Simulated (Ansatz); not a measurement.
Trial structures of SiGe₂: starts and ends

Method: DFT PBE, scalar-relativistic, plane waves, PAW in Ansatz 0.2.0. All cells share a 420 eV cutoff and Γ-centred k meshes spaced at most about 0.3 Å⁻¹ (about 0.25 or finer for metals, 2π included). No spin polarisation in the final relaxations.

Each guess was relaxed in cell and atoms at zero pressure, within the symmetry of its start. Temperature and zero-point effects are left out. Coordination counts Ge atoms around Si (those within 1.25 times the shortest such distance or 1.15 times the sum of covalent radii; the shortest distance is added where it is long for a bond). For orderings, «n of Z unlike» gives the unlike atoms among the Z nearest shared sites at the start, averaged over those sites.

```tsv
guess	made from	start group	V start (Å³/atom)	end group	V end (Å³/atom)	coordination at the end	gap on mesh (eV)	E over the lowest end (meV/atom)
1	Si/Ge on hcp sites, 4.0 of 12 unlike	P-6m2	17.9	P-6m2	17.9	Si 6 from 2.8 Å	0	127
2	Si/Ge ordered on a cell of Si	P6/mmm	17.9	P6/mmm	17.9	Si 2	0	0
3	Si/Ge on hcp sites, 4.0 of 12 unlike	P6_3/mmc	17.9	?	?	?	?	?
4	Si/Ge on fcc sites, 4.0 of 12 unlike	P-3m1	17.9	P-3m1	19.0	Si 6	0	116
```

Guess 3 as it starts:

```cif
data_structure
_symmetry_space_group_name_H-M 'P6_3/mmc'
_symmetry_Int_Tables_number 194
_cell_length_a 2.9583
_cell_length_b 2.9583
_cell_length_c 14.1879
_cell_angle_alpha 90.000
_cell_angle_beta 90.000
_cell_angle_gamma 120.000
_cell_volume 107.53
loop_
_atom_site_label
_atom_site_type_symbol
_atom_site_symmetry_multiplicity
_atom_site_Wyckoff_symbol
_atom_site_fract_x
_atom_site_fract_y
_atom_site_fract_z
_atom_site_occupancy
Si1 Si 2 c 0.33333 0.66667 0.25000 1
Ge1 Ge 4 f 0.33333 0.66667 0.91667 1
```

Question: Predict the end of this guess and its energy over the lowest end.

Answer: It ends in the 2H molybdenite type, space group P6_3/mmc (No. 194), with a = 2.964 Å, c = 14.125 Å, 17.9 Å³/atom and no gap. It lies 121 meV/atom over the lowest end, within the noise of guess 4 and within the noise of guess 1. Counting Ge atoms around Si, this end has Si 6 from 2.8 Å and the lowest (guess 2) has Si 2.

```
CELL_PARAMETERS angstrom
2.96441 0.00000 0.00000
-1.48221 2.56726 0.00000
0.00000 0.00000 14.12467
ATOMIC_POSITIONS crystal
Si 0.33333 0.66667 0.25000
Si 0.66667 0.33333 0.75000
Ge 0.33333 0.66667 0.90805
Ge 0.33333 0.66667 0.59195
Ge 0.66667 0.33333 0.09195
Ge 0.66667 0.33333 0.40805
```

Formation energies are uncorrected and refer to the elements' standard structures at the same level.

Question: Is the lowest end bound against the elements?

Answer: No: its formation energy is +0.31 eV/atom. The separate elements lie lower, so it is unstable against them.

The k mesh leaves some 4 meV/atom of noise in the energy of each metallic cell. Weakly bound directions are ill-defined at this level, which has no dispersion term (P-3m1, P6_3/mmc), and this can change margins and order among such cells. Cells relaxed within their symmetry can be saddle points. A lower structure may well exist outside this small set. Some types were kept out of the candidates beforehand, so the set may lack a known form.
